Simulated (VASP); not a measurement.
# NiSb (P6_3/mmc) in VASP: single point with PBE+U

Aim: the single point of NiSb with PBE+U.

All numbers are computed with VASP 6.6.1; they aren't measurements. Logs are shortened: lines on timing, memory, paths and dates and some standing lists are left out, and cuts for length are marked.

## Step 1: The structure

Symmetry: P6_3/mmc, No. 194, hexagonal system. Conventional cell: a = 3.940 Å, b = 3.940 Å, c = 5.140 Å, α = 90.00°, β = 90.00°, γ = 120.00°. Ni (site symmetry -3m) has 2 Ni at 2.57 Å and 6 Sb at 2.61 Å as nearest neighbours. Sb (site symmetry -6m2) has 6 Ni at 2.61 Å as nearest neighbours.

## Step 2: Single point, PBE+U

File INCAR:

```
SYSTEM = NiSb
PREC = Accurate
ENCUT = 520
EDIFF = 1E-6
ISMEAR = 0
SIGMA = 0.1
LREAL = .FALSE.
LASPH = .TRUE.
NELM = 150
ALGO = Normal
ISIF = 2
LWAVE = .FALSE.
LCHARG = .FALSE.
LMAXMIX = 4
LDAU = .TRUE.
LDAUTYPE = 2
LDAUL = 2 -1
LDAUU = 6.1 0
LDAUJ = 0 0
LDAUPRINT = 1
GGA = PE
NBANDS = 23
```

File KPOINTS:

```
Automatic mesh
0
G
  8 8 6
  0 0 0
```

File POSCAR:

```
NiSb
1.0
    3.9399999600      0.0000000000      0.0000000000
   -1.9699999800      3.4121400600      0.0000000000
    0.0000000000      0.0000000000      5.1400000000
Ni Sb
2 2
Direct
    0.0000000000      0.0000000000      0.0000000000
    0.0000000000      0.0000000000      0.5000000000
    0.3333333300      0.6666666700      0.2500000000
    0.6666666700      0.3333333300      0.7500000000
```

Potentials or basis: VASP PAW PBE potentials, release 64 (Ni, Sb).

Run with:

```bash
> cat potpaw_PBE.64/Ni/POTCAR potpaw_PBE.64/Sb/POTCAR > POTCAR
> mpirun -np 1 vasp_std > vasp.out
```

OUTCAR:

```text
SYSTEM = NiSb
   PREC = Accurate
   ENCUT = 520
   EDIFF = 1E-6
   ISMEAR = 0
   LREAL = .FALSE.
   LASPH = .TRUE.
   NELM = 150
   ISIF = 2
   GGA = PE

 ion  position               nearest neighbor table
   1  0.000  0.000  0.000-   2 2.57   2 2.57   4 2.61   3 2.61   4 2.61   3 2.61   4 2.61   3 2.61

   2  0.000  0.000  0.500-   1 2.57   1 2.57   4 2.61   3 2.61   4 2.61   3 2.61   4 2.61   3 2.61

   3  0.333  0.667  0.250-   1 2.61   2 2.61   1 2.61   2 2.61   1 2.61   2 2.61   4 3.43   4 3.43
                             4 3.43   4 3.43   4 3.43   4 3.43
   4  0.667  0.333  0.750-   1 2.61   2 2.61   1 2.61   2 2.61   1 2.61   2 2.61   3 3.43   3 3.43
                             3 3.43   3 3.43   3 3.43   3 3.43

  LATTYP: Found a hexagonal cell.
 ALAT       =     3.9399999600
 C/A-ratio  =     1.3045685412

  Lattice vectors:

 A1 = (   3.9399999600,   0.0000000000,   0.0000000000)
 A2 = (  -1.9699999800,   3.4121400600,   0.0000000000)
 A3 = (   0.0000000000,   0.0000000000,   5.1400000000)

Analysis of symmetry for initial positions (statically):
=====================================================================
 Subroutine PRICEL returns:
 Original cell was already a primitive cell.

 Routine SETGRP: Setting up the symmetry group for a
 hexagonal supercell.

 Subroutine GETGRP returns: Found 24 space group operations
 (whereof 12 operations were pure point group operations)
 out of a pool of 24 trial point group operations.

The static configuration has the point symmetry D_3d.
 The point group associated with its full space group is D_6h.

Analysis of symmetry for dynamics (positions and initial velocities):
=====================================================================
 Subroutine PRICEL returns:
 Original cell was already a primitive cell.

 Routine SETGRP: Setting up the symmetry group for a
 hexagonal supercell.

 Subroutine GETGRP returns: Found 24 space group operations
 (whereof 12 operations were pure point group operations)
 out of a pool of 24 trial point group operations.

The dynamic configuration has the point symmetry D_3d.
 The point group associated with its full space group is D_6h.

 Subroutine INISYM returns: Found 24 space group operations
 (whereof 12 operations are pure point group operations),
 and found     1 'primitive' translations

----------------------------------------------------------------------------------------

                                     Primitive cell

  volume of cell :      69.1013

  direct lattice vectors                    reciprocal lattice vectors
     3.939999960  0.000000000  0.000000000     0.253807109  0.146535603  0.000000000
    -1.969999980  3.412140060  0.000000000     0.000000000  0.293071205  0.000000000
     0.000000000  0.000000000  5.140000000     0.000000000  0.000000000  0.194552529

  length of vectors
     3.939999960  3.939999963  5.140000000     0.293071206  0.293071205  0.194552529

  position of ions in fractional coordinates (direct lattice)
     0.000000000  0.000000000  0.000000000
     0.000000000  0.000000000  0.500000000
     0.333333330  0.666666670  0.250000000
     0.666666670  0.333333330  0.750000000

  ion indices of the primitive-cell ions
   primitive index   ion index
                 1           1
                 2           2
                 3           3
                 4           4

----------------------------------------------------------------------------------------

 KPOINTS: Automatic mesh

Automatic generation of k-mesh.
 Grid dimensions read from file:
 generate k-points for:    8    8    6

 Generating k-lattice:

  Cartesian coordinates                     Fractional coordinates (reciprocal lattice)
     0.031725889  0.018316950  0.000000000     0.125000000  0.000000000  0.000000000
     0.000000000  0.036633901  0.000000000     0.000000000  0.125000000  0.000000000
     0.000000000  0.000000000  0.032425422     0.000000000  0.000000000  0.166666667

  Length of vectors
     0.036633901  0.036633901  0.032425422

  Shift w.r.t. Gamma in fractional coordinates (k-lattice)
     0.000000000  0.000000000  0.000000000
[... 54 lines left out ...]
   NSW    =      0    number of steps for IOM
   IBRION =     -1    ionic relax: 0-MD 1-quasi-New 2-CG
   NFREE  =      0    steps in history (QN), initial steepest desc. (CG)
   ISIF   =      2    stress and relaxation
   ISYM   =      2    0-nonsym 1-usesym 2-fastsym
   POTIM  = 0.5000    time-step for ionic-motion
   TEBEG  =    0.0;   TEEND  =   0.0 temperature during run
   PSTRESS=    0.0 pullay stress
   NELECT =      30.0000    total number of electrons
   NUPDOWN=      -1.0000    fix difference up-down
   EMIN   =  10.00;   EMAX   =-10.00  energy-range for DOS
   EFERMI =   0.00;   METHOD = LEGACY
   ISMEAR =     0;   SIGMA  =   0.10  broadening in eV -4-tet -1-fermi 0-gaus
   EFERMI_NEDOS =   21; number of points for ismear=-14 and -15
   IALGO  =     38    algorithm
   IMIX   =      4    mixing-type and parameters
     AMIX     =   0.40;   BMIX     =  1.00
     AMIX_MAG =   1.60;   BMIX_MAG =  1.00
  volume/ion in A,a.u.               =      17.28       116.58
  Fermi-wavevector in a.u.,A,eV,Ry     =   1.239614  2.342531 20.907300  1.536643
  Thomas-Fermi vector in A             =   2.374090
   LORBIT       =      0    0 simple, 1 ext, 2 COOP (PROOUT), +10 PAW based schemes
 LDA+U is selected, type is set to LDAUTYPE =  2
   angular momentum for each species LDAUL =     2   -1
   U (eV)           for each species LDAUU =   6.1  0.0
   J (eV)           for each species LDAUJ =   0.0  0.0
   GGA     = PE    functional components
   LHFCALC =     F    Hartree Fock is set to
   AEXX    =    0.0000 exact exchange contribution
   IVDW    =     0    specifies the selected vdW correction
   LEPSILON=     F    determine dielectric tensor
   LRPA    =     F    only Hartree local field effects (RPA)
 non-spin polarized calculation
 Gauss-broadening in eV      SIGMA  =   0.10
  energy-cutoff  :      520.00
  volume of cell :       69.10
 maximum number of plane-waves:      1892
 NGX is ok and might be reduce to    30
   NGX = 15   NGY = 15   NGZ = 19

atom =   1  type =  1  l = 2

 onsite density matrix

spin component  1

  0.8827  0.0000 -0.0000  0.0487 -0.0000
  0.0000  0.8733  0.0000  0.0000  0.0487
 -0.0000  0.0000  0.9031  0.0000  0.0000
  0.0487  0.0000  0.0000  0.8733 -0.0000
 -0.0000  0.0487  0.0000 -0.0000  0.8827

spin component  2

  0.8827  0.0000 -0.0000  0.0487 -0.0000
  0.0000  0.8733  0.0000  0.0000  0.0487
 -0.0000  0.0000  0.9031  0.0000  0.0000
  0.0487  0.0000  0.0000  0.8733 -0.0000
 -0.0000  0.0487  0.0000 -0.0000  0.8827

 occupancies and eigenvectors

  o =  0.8291  v =  0.6723  0.0000  0.0000 -0.7403 -0.0000  0.0000  0.0000  0.0000  0.0000  0.0000      0.0000  0.0000  0.0000  0.0000  0.0000  0.0000  0.0000  0.0000  0.0000  0.0000
  o =  0.8291  v =  0.0000  0.0000  0.0000  0.0000  0.0000  0.6723  0.0000  0.0000 -0.7403 -0.0000      0.0000  0.0000  0.0000  0.0000  0.0000  0.0000  0.0000  0.0000  0.0000  0.0000
  o =  0.8291  v = -0.0000  0.7403  0.0000  0.0000 -0.6723  0.0000  0.0000  0.0000  0.0000  0.0000      0.0000  0.0000  0.0000  0.0000  0.0000  0.0000  0.0000  0.0000  0.0000  0.0000
  o =  0.8291  v =  0.0000  0.0000  0.0000  0.0000  0.0000 -0.0000  0.7403  0.0000  0.0000 -0.6723      0.0000  0.0000  0.0000  0.0000  0.0000  0.0000  0.0000  0.0000  0.0000  0.0000
  o =  0.9031  v = -0.0000  0.0000 -1.0000 -0.0000  0.0000  0.0000  0.0000  0.0000  0.0000  0.0000      0.0000  0.0000  0.0000  0.0000  0.0000  0.0000  0.0000  0.0000  0.0000  0.0000
  o =  0.9031  v =  0.0000  0.0000  0.0000  0.0000  0.0000 -0.0000  0.0000 -1.0000 -0.0000  0.0000      0.0000  0.0000  0.0000  0.0000  0.0000  0.0000  0.0000  0.0000  0.0000  0.0000
  o =  0.9270  v =  0.7403 -0.0000 -0.0000  0.6723 -0.0000  0.0000  0.0000  0.0000  0.0000  0.0000      0.0000  0.0000  0.0000  0.0000  0.0000  0.0000  0.0000  0.0000  0.0000  0.0000
  o =  0.9270  v =  0.0000  0.0000  0.0000  0.0000  0.0000  0.7403 -0.0000 -0.0000  0.6723 -0.0000      0.0000  0.0000  0.0000  0.0000  0.0000  0.0000  0.0000  0.0000  0.0000  0.0000
  o =  0.9270  v =  0.0000  0.0000  0.0000  0.0000  0.0000  0.0000  0.6723  0.0000  0.0000  0.7403      0.0000  0.0000  0.0000  0.0000  0.0000  0.0000  0.0000  0.0000  0.0000  0.0000
  o =  0.9270  v =  0.0000  0.6723  0.0000  0.0000  0.7403  0.0000  0.0000  0.0000  0.0000  0.0000      0.0000  0.0000  0.0000  0.0000  0.0000  0.0000  0.0000  0.0000  0.0000  0.0000

atom =   2  type =  1  l = 2

 onsite density matrix

spin component  1

  0.8827  0.0000 -0.0000 -0.0487 -0.0000
  0.0000  0.8733 -0.0000  0.0000 -0.0487
 -0.0000 -0.0000  0.9031 -0.0000  0.0000
 -0.0487  0.0000 -0.0000  0.8733  0.0000
 -0.0000 -0.0487  0.0000  0.0000  0.8827

spin component  2

  0.8827  0.0000 -0.0000 -0.0487 -0.0000
  0.0000  0.8733 -0.0000  0.0000 -0.0487
 -0.0000 -0.0000  0.9031 -0.0000  0.0000
 -0.0487  0.0000 -0.0000  0.8733  0.0000
 -0.0000 -0.0487  0.0000  0.0000  0.8827

 occupancies and eigenvectors

  o =  0.8291  v = -0.6723  0.0000 -0.0000 -0.7403 -0.0000  0.0000  0.0000  0.0000  0.0000  0.0000      0.0000  0.0000  0.0000  0.0000  0.0000  0.0000  0.0000  0.0000  0.0000  0.0000
  o =  0.8291  v =  0.0000  0.0000  0.0000  0.0000  0.0000 -0.6723  0.0000 -0.0000 -0.7403 -0.0000      0.0000  0.0000  0.0000  0.0000  0.0000  0.0000  0.0000  0.0000  0.0000  0.0000
  o =  0.8291  v =  0.0000  0.7403 -0.0000 -0.0000  0.6723  0.0000  0.0000  0.0000  0.0000  0.0000      0.0000  0.0000  0.0000  0.0000  0.0000  0.0000  0.0000  0.0000  0.0000  0.0000
  o =  0.8291  v =  0.0000  0.0000  0.0000  0.0000  0.0000  0.0000  0.7403 -0.0000 -0.0000  0.6723      0.0000  0.0000  0.0000  0.0000  0.0000  0.0000  0.0000  0.0000  0.0000  0.0000
  o =  0.9031  v =  0.0000 -0.0000 -1.0000  0.0000  0.0000  0.0000  0.0000  0.0000  0.0000  0.0000      0.0000  0.0000  0.0000  0.0000  0.0000  0.0000  0.0000  0.0000  0.0000  0.0000
  o =  0.9031  v =  0.0000  0.0000  0.0000  0.0000  0.0000  0.0000 -0.0000 -1.0000  0.0000  0.0000      0.0000  0.0000  0.0000  0.0000  0.0000  0.0000  0.0000  0.0000  0.0000  0.0000
  o =  0.9270  v = -0.7403  0.0000  0.0000  0.6723  0.0000  0.0000  0.0000  0.0000  0.0000  0.0000      0.0000  0.0000  0.0000  0.0000  0.0000  0.0000  0.0000  0.0000  0.0000  0.0000
  o =  0.9270  v =  0.0000  0.0000  0.0000  0.0000  0.0000 -0.7403  0.0000  0.0000  0.6723  0.0000      0.0000  0.0000  0.0000  0.0000  0.0000  0.0000  0.0000  0.0000  0.0000  0.0000
  o =  0.9270  v =  0.0000  0.0000  0.0000  0.0000  0.0000  0.0000  0.6723 -0.0000 -0.0000 -0.7403      0.0000  0.0000  0.0000  0.0000  0.0000  0.0000  0.0000  0.0000  0.0000  0.0000
  o =  0.9270  v =  0.0000  0.6723 -0.0000 -0.0000 -0.7403  0.0000  0.0000  0.0000  0.0000  0.0000      0.0000  0.0000  0.0000  0.0000  0.0000  0.0000  0.0000  0.0000  0.0000  0.0000

 number of electron      30.0000030 magnetization

 Free energy of the ion-electron system (eV)
  ---------------------------------------------------
  ext. energy  EPLUGINS =         0.00000000
  ---------------------------------------------------
  free energy    TOTEN  =       -13.31876215 eV

  energy without entropy =      -13.31370498  energy(sigma->0) =      -13.31623356

 E-fermi :   9.5512     XC(G=0): -11.4311

 val. band max:        9.4928183013   @ k =   0.3750  -0.0000   0.0000
 cond. band min:       9.5514110444   @ k =   0.3750   0.1250   0.0000
 fundamental gap:      0.0585927431
 Fermi energy:         9.5511504561

 k-point     1 :       0.0000    0.0000    0.0000
  band No.  band energies     occupation
      1      -3.0814      2.00000
      2       1.3651      2.00000
      3       3.4874      2.00000
      4       5.3842      2.00000
      5       5.3842      2.00000
      6       5.7492      2.00000
[... 613 lines left out ...]
     22      18.3120      0.00000
     23      19.2298      0.00000

 [... further k-points ...]

------------------------ aborting loop because EDIFF is reached ----------------------------------------

  FORCE on cell =-STRESS in cart. coord.  units (eV):
  Direction    XX          YY          ZZ          XY          YZ          ZX
  --------------------------------------------------------------------------------------
  -------------------------------------------------------------------------------------
  Total       -1.3771640     -1.3771640     -0.9232565     -0.0000000      0.0000000      0.0000000
  in kB      -31.9308191    -31.9308191    -21.4065533     -0.0000000      0.0000000      0.0000000
  external PRESSURE =     -28.4227305 kB  Pullay stress =       0.0000000 kB

 VOLUME and BASIS-vectors are now :
 -----------------------------------------------------------------------------
  energy-cutoff  :      520.00
  volume of cell :       69.10
      direct lattice vectors                 reciprocal lattice vectors
     3.939999960  0.000000000  0.000000000     0.253807109  0.146535603  0.000000000
    -1.969999980  3.412140060  0.000000000     0.000000000  0.293071205  0.000000000
     0.000000000  0.000000000  5.140000000     0.000000000  0.000000000  0.194552529

 POSITION                                       TOTAL-FORCE (eV/Angst)
 -----------------------------------------------------------------------------------
      0.00000      0.00000      0.00000         0.000000      0.000000     -0.000000
      0.00000      0.00000      2.57000         0.000000      0.000000     -0.000000
     -0.00000      2.27476      1.28500        -0.000000     -0.000000      0.000000
      1.97000      1.13738      3.85500        -0.000000      0.000000      0.000000
 -----------------------------------------------------------------------------------
    total drift:                                0.000000     -0.000000      0.000000

  FREE ENERGIE OF THE ION-ELECTRON SYSTEM (eV)
  ---------------------------------------------------
  free  energy   TOTEN  =       -13.3187621462 eV

  energy  without entropy=      -13.3137049822  energy(sigma->0) =      -13.31623356
```

It took 53 s on 1 thread of Intel Xeon Platinum 8259CL at 2.50GHz (Skylake/Cascade Lake), shared host; peak memory 0.21 GiB.

Results:

| Item | Value |
| --- | --- |
| Free energy | -13.3188 eV |
| Pressure | -2.8 GPa |
| Band gap on the k mesh | none (metal or under the smearing width) |

Stress tensor (GPa, compression positive):
```
-3.19  0.00  0.00
 0.00 -3.19  0.00
 0.00  0.00 -2.14
```

Eigenvalues of the final occupation matrices:
```csv
site,spin,trace,eigenvalues
site 1 d,1,4.42,0.83 0.83 0.90 0.93 0.93
site 1 d,2,4.42,0.83 0.83 0.90 0.93 0.93
site 2 d,1,4.42,0.83 0.83 0.90 0.93 0.93
site 2 d,2,4.42,0.83 0.83 0.90 0.93 0.93
```

Caveat: U without spin polarisation on a metal has little footing; the U is typed as a test and isn't derived for this compound.
